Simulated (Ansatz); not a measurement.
HgTe (Coloradoite) under changes of volume

One of the cells (33.215 Å³/atom); the others are scaled copies at fixed shape and fractional positions:

```xyz
2
Lattice="0.0000 3.2145 3.2145 3.2145 0.0000 3.2145 3.2145 3.2145 0.0000" Properties=species:S:1:pos:R:3 pbc="T T T"
Hg    0.0000    0.0000    0.0000
Te    4.8217    4.8217    4.8217
```

```yaml
Program: Ansatz 0.2.0
Functional: r2SCAN
Dispersion: D3(BJ)
Potentials_or_basis: Ansatz PAW
Cutoff: "500 eV (not typed: the program's choice for these potentials)"
k_mesh: 7 × 7 × 7
Occupations: fermi-dirac, width 0.05 eV
Spin: no spin polarisation
```

```csv
volume (Å³/atom),energy over the lowest point (meV/atom),pressure (GPa)
31.223,62.47,6.2
31.887,39.86,4.7
32.551,22.89,3.5
33.215,10.94,2.3
33.880,3.47,1.3
34.544,0.00,0.4
35.208,?,?
```

Q: What does the run at 35.208 Å³/atom give?

A: Energy over the lowest point 0.08 meV/atom; pressure -0.4 GPa.

Worked out: A Birch-Murnaghan fit of order 3 (a polynomial in V^(-2/3)) to the other rows has its minimum at 34.85 Å³/atom, just outside them, with B0 = V·E''(V) = 43 GPa and B' = 5.0. It gives 0.10 meV/atom at 35.208 Å³/atom, against the run's 0.08, and -dE/dV = -0.4 GPa, against -0.4.

Energies are extrapolated to zero smearing.

Caveats: pairwise dispersion overbinds metals, which lowers pressure and volume; the PAW data sets come from PBE, with cores solved anew for the run's functional, which leaves a small shift of forces and pressure; the dispersion damping was fitted for another functional or another form of the correction.
